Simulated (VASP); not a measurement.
# SrO (Fm-3m) in VASP: band structure with HSE06

Aim: the band structure of SrO with HSE06.

All numbers are computed with VASP 6.6.1; they aren't measurements. Logs are shortened: lines on timing, memory, paths and dates and some standing lists are left out, and cuts for length are marked.

## Step 1: The crystal as given

It takes space group Fm-3m (No. 225, cubic). The conventional cell has a = 5.132 Å, b = 5.132 Å, c = 5.132 Å, α = 90.00°, β = 90.00°, γ = 90.00°. Around Sr (site symmetry m-3m) lie 6 O at 2.57 Å. Around O (site symmetry m-3m) lie 6 Sr at 2.57 Å.

## Step 2: Band structure, HSE06

POSCAR reads:

```
SrO
1.0
    0.0000000000      2.5661400000      2.5661400000
    2.5661400000      0.0000000000      2.5661400000
    2.5661400000      2.5661400000      0.0000000000
Sr O
1 1
Direct
    0.0000000000      0.0000000000      0.0000000000
    0.5000000000      0.5000000000      0.5000000000
```

INCAR.step1 reads:

```
PREC = Accurate
ENCUT = 520
EDIFF = 1E-5
ISMEAR = 0
SIGMA = 0.02
LREAL = F
LASPH = T
NELM = 80
ALGO = Normal
ISIF = 2
LWAVE = T
LCHARG = F
NBANDS = 15
GGA = PE
```

INCAR.step2 reads:

```
PREC = Accurate
ENCUT = 520
EDIFF = 1E-7
ISMEAR = 0
SIGMA = 0.02
LREAL = F
LASPH = T
NELM = 80
ALGO = Normal
ISIF = 2
LWAVE = F
LCHARG = F
GGA = PE
LHFCALC = T
HFSCREEN = 0.2
PRECFOCK = Fast
NBANDS = 15
ISTART = 1
```

KPOINTS reads:

```
regular mesh
0
Gamma
  6 6 6
```

KPOINTS_OPT reads:

```
path GXWKGLUWLK,UX
10
line-mode
reciprocal
 0.0000000000  0.0000000000  0.0000000000  G
 0.5000000000  0.0000000000  0.5000000000  X

 0.5000000000  0.0000000000  0.5000000000  X
 0.5000000000  0.2500000000  0.7500000000  W

 0.5000000000  0.2500000000  0.7500000000  W
 0.3750000000  0.3750000000  0.7500000000  K

 0.3750000000  0.3750000000  0.7500000000  K
 0.0000000000  0.0000000000  0.0000000000  G

 0.0000000000  0.0000000000  0.0000000000  G
 0.5000000000  0.5000000000  0.5000000000  L

 0.5000000000  0.5000000000  0.5000000000  L
 0.6250000000  0.2500000000  0.6250000000  U

 0.6250000000  0.2500000000  0.6250000000  U
 0.5000000000  0.2500000000  0.7500000000  W

 0.5000000000  0.2500000000  0.7500000000  W
 0.5000000000  0.5000000000  0.5000000000  L

 0.5000000000  0.5000000000  0.5000000000  L
 0.3750000000  0.3750000000  0.7500000000  K

 0.6250000000  0.2500000000  0.6250000000  U
 0.5000000000  0.0000000000  0.5000000000  X
```

Potentials or basis: VASP PAW PBE potentials, release 64 (Sr_sv, O).

On the command line:

```bash
$ cat potpaw_PBE.64/Sr_sv/POTCAR potpaw_PBE.64/O/POTCAR > POTCAR
$ cp INCAR.step1 INCAR
$ mpirun -np 1 vasp_std > vasp.out
$ cp INCAR.step2 INCAR
$ mpirun -np 1 vasp_std > vasp.out
```

OUTCAR:

```text
PREC = Accurate
   ENCUT = 520
   EDIFF = 1E-7
   ISMEAR = 0
   LREAL = F
   LASPH = T
   NELM = 80
   ISIF = 2
   GGA = PE
   LHFCALC = T
   HFSCREEN = 0.2
   PRECFOCK = Fast
   ISTART = 1

 ion  position               nearest neighbor table
   1  0.000  0.000  0.000-   2 2.57   2 2.57   2 2.57   2 2.57   2 2.57   2 2.57
   2  0.500  0.500  0.500-   1 2.57   1 2.57   1 2.57   1 2.57   1 2.57   1 2.57

  LATTYP: Found a face centered cubic cell.
 ALAT       =     5.1322800000

  Lattice vectors:

 A1 = (   0.0000000000,   2.5661400000,   2.5661400000)
 A2 = (   2.5661400000,   0.0000000000,   2.5661400000)
 A3 = (   2.5661400000,   2.5661400000,   0.0000000000)

Analysis of symmetry for initial positions (statically):
=====================================================================
 Subroutine PRICEL returns:
 Original cell was already a primitive cell.

 Routine SETGRP: Setting up the symmetry group for a
 face centered cubic supercell.

 Subroutine GETGRP returns: Found 48 space group operations
 (whereof 48 operations were pure point group operations)
 out of a pool of 48 trial point group operations.

The static configuration has the point symmetry O_h .

Analysis of symmetry for dynamics (positions and initial velocities):
=====================================================================
 Subroutine PRICEL returns:
 Original cell was already a primitive cell.

 Routine SETGRP: Setting up the symmetry group for a
 face centered cubic supercell.

 Subroutine GETGRP returns: Found 48 space group operations
 (whereof 48 operations were pure point group operations)
 out of a pool of 48 trial point group operations.

The dynamic configuration has the point symmetry O_h .

 Subroutine INISYM returns: Found 48 space group operations
 (whereof 48 operations are pure point group operations),
 and found     1 'primitive' translations

----------------------------------------------------------------------------------------

                                     Primitive cell

  volume of cell :      33.7964

  direct lattice vectors                    reciprocal lattice vectors
     0.000000000  2.566140000  2.566140000    -0.194845176  0.194845176  0.194845176
     2.566140000  0.000000000  2.566140000     0.194845176 -0.194845176  0.194845176
     2.566140000  2.566140000  0.000000000     0.194845176  0.194845176 -0.194845176

  length of vectors
     3.629069991  3.629069991  3.629069991     0.337481744  0.337481744  0.337481744

  position of ions in fractional coordinates (direct lattice)
     0.000000000  0.000000000  0.000000000
     0.500000000  0.500000000  0.500000000

  ion indices of the primitive-cell ions
   primitive index   ion index
                 1           1
                 2           2

----------------------------------------------------------------------------------------

 KPOINTS: regular mesh

Automatic generation of k-mesh.
 Grid dimensions read from file:
 generate k-points for:    6    6    6

 Generating k-lattice:

  Cartesian coordinates                     Fractional coordinates (reciprocal lattice)
    -0.032474196  0.032474196  0.032474196     0.166666667  0.000000000  0.000000000
     0.032474196 -0.032474196  0.032474196     0.000000000  0.166666667  0.000000000
     0.032474196  0.032474196 -0.032474196     0.000000000  0.000000000  0.166666667

  Length of vectors
     0.056246957  0.056246957  0.056246957

  Shift w.r.t. Gamma in fractional coordinates (k-lattice)
     0.000000000  0.000000000  0.000000000

 Subroutine IBZKPT returns following result:
 ===========================================

 Found     16 irreducible k-points:

 Following reciprocal coordinates:
            Coordinates               Weight
  0.000000  0.000000  0.000000      1.000000
  0.166667  0.000000  0.000000      8.000000
  0.333333  0.000000  0.000000      8.000000
  0.500000  0.000000  0.000000      4.000000
  0.166667  0.166667  0.000000      6.000000
  0.333333  0.166667  0.000000     24.000000
[... 8 lines left out ...]
 -0.333333  0.333333  0.166667     24.000000
 -0.333333  0.500000  0.166667     12.000000
   k-points           NKPTS =     16   k-points in BZ     NKDIM =    216   number of bands    NBANDS=     15
   number of dos      NEDOS =    301   number of ions     NIONS =      2
   total plane-waves  NPLWV =  21952
   dimension x,y,z NGX =    28 NGY =   28 NGZ =   28
   dimension x,y,z NGXF=    56 NGYF=   56 NGZF=   56
   ions per type =               1   1
   NGX,Y,Z   is equivalent  to a cutoff of  12.83, 12.83, 12.83 a.u.
   NGXF,Y,Z  is equivalent  to a cutoff of  25.65, 25.65, 25.65 a.u.
 SYSTEM =  unknown system
   PREC   = accura    normal or accurate (medium, high low for compatibility)
   ISTART =      1    job   : 0-new  1-cont  2-samecut
   ICHARG =      0    charge: 1-file 2-atom 10-const
   ISPIN  =      1    spin polarized calculation?
   LNONCOLLINEAR =      F non collinear calculations
   LSORBIT =      F    spin-orbit coupling
   LASPH  =      T    aspherical Exc in radial PAW
   ENCUT  =  520.0 eV  38.22 Ry    6.18 a.u.   6.75  6.75  6.75*2*pi/ulx,y,z
   NELM   =     80;   NELMIN=  2; NELMDL=  0     # of ELM steps
   EDIFF  = 0.1E-06   stopping-criterion for ELM
   LREAL  =      F    real-space projection
   EDIFFG = 0.1E-05   stopping-criterion for IOM
   NSW    =      0    number of steps for IOM
   IBRION =     -1    ionic relax: 0-MD 1-quasi-New 2-CG
   NFREE  =      0    steps in history (QN), initial steepest desc. (CG)
   ISIF   =      2    stress and relaxation
   ISYM   =      3    0-nonsym 1-usesym 2-fastsym
   POTIM  = 0.5000    time-step for ionic-motion
   TEBEG  =    0.0;   TEEND  =   0.0 temperature during run
   PSTRESS=    0.0 pullay stress
   NELECT =      16.0000    total number of electrons
   NUPDOWN=      -1.0000    fix difference up-down
   EMIN   =  10.00;   EMAX   =-10.00  energy-range for DOS
   EFERMI =   0.00;   METHOD = LEGACY
   ISMEAR =     0;   SIGMA  =   0.02  broadening in eV -4-tet -1-fermi 0-gaus
   EFERMI_NEDOS =   21; number of points for ismear=-14 and -15
   IALGO  =     38    algorithm
   IMIX   =      1    mixing-type and parameters
     AMIX     =   0.40;   BMIX     =  1.00
     AMIX_MAG =   1.60;   BMIX_MAG =  1.00
  volume/ion in A,a.u.               =      16.90       114.03
  Fermi-wavevector in a.u.,A,eV,Ry     =   1.275923  2.411145 22.150007  1.627980
  Thomas-Fermi vector in A             =   2.408608
   LORBIT       =      0    0 simple, 1 ext, 2 COOP (PROOUT), +10 PAW based schemes
   GGA     = PE    functional components
   LHFCALC =     T    Hartree Fock is set to
   PRECFOCK=fast      Normal, Fast or Accurate (Low or Medium for compatibility)
   ENCUT4O =  -1.0   cutoff for four orbital integrals eV
   NKREDX  =     1    reduce k-point grid by
   NKREDY  =     1    reduce k-point grid by
   NKREDZ  =     1    reduce k-point grid by
   AEXX    =    0.2500 exact exchange contribution
   HFSCREEN=    0.2000 screening length (either q_TF or 0.3 A-1)
   HFSCREENC=   0.2000 screening length for correlation (either q_TF or 0.3 A-1)
   ENCUTFOCK=  -1.0 apply spherical cutoff to Coloumb kernel
   IVDW    =     0    specifies the selected vdW correction
   LEPSILON=     F    determine dielectric tensor
   LRPA    =     F    only Hartree local field effects (RPA)
 non-spin polarized calculation
 Gauss-broadening in eV      SIGMA  =   0.02
  energy-cutoff  :      520.00
  volume of cell :       33.80
 maximum number of plane-waves:       941
  NGX = 16; NGY = 16; NGZ = 16

 number of electron      15.9999996 magnetization

 Free energy of the ion-electron system (eV)
  ---------------------------------------------------
  ext. energy  EPLUGINS =         0.00000000
  ---------------------------------------------------
  free energy    TOTEN  =       -14.20066058 eV

  energy without entropy =      -14.20066058  energy(sigma->0) =      -14.20066058

 E-fermi :   0.7921     XC(G=0):  -8.2725

 val. band max:        0.6086362416   @ k =   0.0000   0.0000   0.0000
 cond. band min:       5.3717723939   @ k =   0.5000   0.5000   0.0000
 fundamental gap:      4.7631361524
 Fermi energy:         0.7920975024

 k-point     1 :       0.0000    0.0000    0.0000
  band No.  band energies     occupation
      1     -33.7005      2.00000
      2     -15.9640      2.00000
      3     -14.0421      2.00000
      4     -14.0421      2.00000
      5     -14.0421      2.00000
      6       0.6086      2.00000
      7       0.6086      2.00000
      8       0.6086      2.00000
      9       6.1429      0.00000
     10       8.5210      0.00000
     11       8.5210      0.00000
     12       8.5210      0.00000
     13      10.7841      0.00000
     14      10.7841      0.00000
     15      14.9497      0.00000

 k-point     2 :       0.1667    0.0000    0.0000
  band No.  band energies     occupation
      1     -33.6629      2.00000
      2     -16.3972      2.00000
      3     -14.0618      2.00000
      4     -14.0618      2.00000
      5     -13.6918      2.00000
      6      -0.1183      2.00000
      7       0.2641      2.00000
      8       0.2641      2.00000
      9       7.3222      0.00000
     10       8.2881      0.00000
     11       9.0897      0.00000
     12       9.0897      0.00000
     13      11.5386      0.00000
     14      11.5386      0.00000
     15      16.7064      0.00000
[... 221 lines left out ...]
      3     -14.6157      2.00000
      4     -14.4795      2.00000
      5     -13.5236      2.00000
      6      -0.8024      2.00000
      7      -0.1055      2.00000
      8      -0.0351      2.00000
      9       8.4999      0.00000
     10       8.6143      0.00000
     11      11.4858      0.00000
     12      12.6918      0.00000
     13      14.1631      0.00000
     14      15.6038      0.00000
     15      16.3379      0.00000

 k-point    16 :      -0.3333    0.5000    0.1667
  band No.  band energies     occupation
      1     -33.5028      2.00000
      2     -16.3872      2.00000
      3     -14.9273      2.00000
      4     -14.6064      2.00000
      5     -13.7839      2.00000
      6      -0.3401      2.00000
      7       0.1166      2.00000
      8       0.2646      2.00000
      9       6.8213      0.00000
     10       9.9575      0.00000
     11      10.9392      0.00000
     12      13.6547      0.00000
     13      13.7710      0.00000
     14      15.5628      0.00000
     15      16.1389      0.00000

------------------------ aborting loop because EDIFF is reached ----------------------------------------

  FORCE on cell =-STRESS in cart. coord.  units (eV):
  Direction    XX          YY          ZZ          XY          YZ          ZX
  --------------------------------------------------------------------------------------
  -------------------------------------------------------------------------------------
  Total        0.3699514      0.3699514      0.3699514      0.0000000     -0.0000000      0.0000000
  in kB       17.5381681     17.5381681     17.5381681      0.0000000     -0.0000000      0.0000000
  external PRESSURE =      17.5381681 kB  Pullay stress =       0.0000000 kB

 VOLUME and BASIS-vectors are now :
 -----------------------------------------------------------------------------
  energy-cutoff  :      520.00
  volume of cell :       33.80
      direct lattice vectors                 reciprocal lattice vectors
     0.000000000  2.566140000  2.566140000    -0.194845176  0.194845176  0.194845176
     2.566140000  0.000000000  2.566140000     0.194845176 -0.194845176  0.194845176
     2.566140000  2.566140000  0.000000000     0.194845176  0.194845176 -0.194845176

 POSITION                                       TOTAL-FORCE (eV/Angst)
 -----------------------------------------------------------------------------------
      0.00000      0.00000      0.00000        -0.000000      0.000000      0.000000
      2.56614      2.56614      2.56614         0.000000     -0.000000     -0.000000
 -----------------------------------------------------------------------------------
    total drift:                                0.000000      0.000000      0.000000

  FREE ENERGIE OF THE ION-ELECTRON SYSTEM (eV)
  ---------------------------------------------------
  free  energy   TOTEN  =       -14.2006605768 eV

  energy  without entropy=      -14.2006605768  energy(sigma->0) =      -14.20066058
```

Wall time 53 min (1 thread of Intel Xeon Platinum 8488C (Sapphire Rapids), shared host); peak memory 0.32 GiB.

Results:

```yaml
Free_energy: -14.2007 eV
Pressure: 1.8 GPa
Band_gap_on_the_k_mesh: 4.76 eV, indirect (least direct gap 4.86 eV)
Band_gap_along_the_path: 4.76 eV, indirect (least direct gap 4.86 eV)
```

Levels at the corners of the path, in eV from the valence-band top:
```
point  band 5  band 6  band 7  band 8  band 9  band 10  band 11  band 12
    Γ  -14.65    0.00    0.00    0.00    5.53     7.91     7.91     7.91
    X  -15.05   -0.47   -0.10   -0.10    4.76     9.63    12.11    12.24
    X  -15.05   -0.47   -0.10   -0.10    4.76     9.63    12.11    12.24
    W  -14.21   -1.21   -0.46   -0.46    7.68     7.68    10.50    13.17
    W  -14.21   -1.21   -0.46   -0.46    7.68     7.68    10.50    13.17
    K  -14.43   -1.00   -0.62   -0.51    6.36     9.70    10.62    12.13
    K  -14.43   -1.00   -0.62   -0.51    6.36     9.70    10.62    12.13
    Γ  -14.65    0.00    0.00    0.00    5.53     7.91     7.91     7.91
    Γ  -14.65    0.00    0.00    0.00    5.53     7.91     7.91     7.91
    L  -13.65   -2.28   -1.21   -1.21    8.30    10.06    10.77    10.77
    L  -13.65   -2.28   -1.21   -1.21    8.30    10.06    10.77    10.77
    U  -14.43   -1.00   -0.62   -0.51    6.36     9.70    10.62    12.13
    U  -14.43   -1.00   -0.62   -0.51    6.36     9.70    10.62    12.13
    W  -14.21   -1.21   -0.46   -0.46    7.68     7.68    10.50    13.17
    W  -14.21   -1.21   -0.46   -0.46    7.68     7.68    10.50    13.17
    L  -13.65   -2.28   -1.21   -1.21    8.30    10.06    10.77    10.77
    L  -13.65   -2.28   -1.21   -1.21    8.30    10.06    10.77    10.77
    K  -14.43   -1.00   -0.62   -0.51    6.36     9.70    10.62    12.13
    U  -14.43   -1.00   -0.62   -0.51    6.36     9.70    10.62    12.13
    X  -15.05   -0.47   -0.10   -0.10    4.76     9.63    12.11    12.24
```

Caveat: the PAW data sets were made with another functional, which shifts forces and pressure a little.
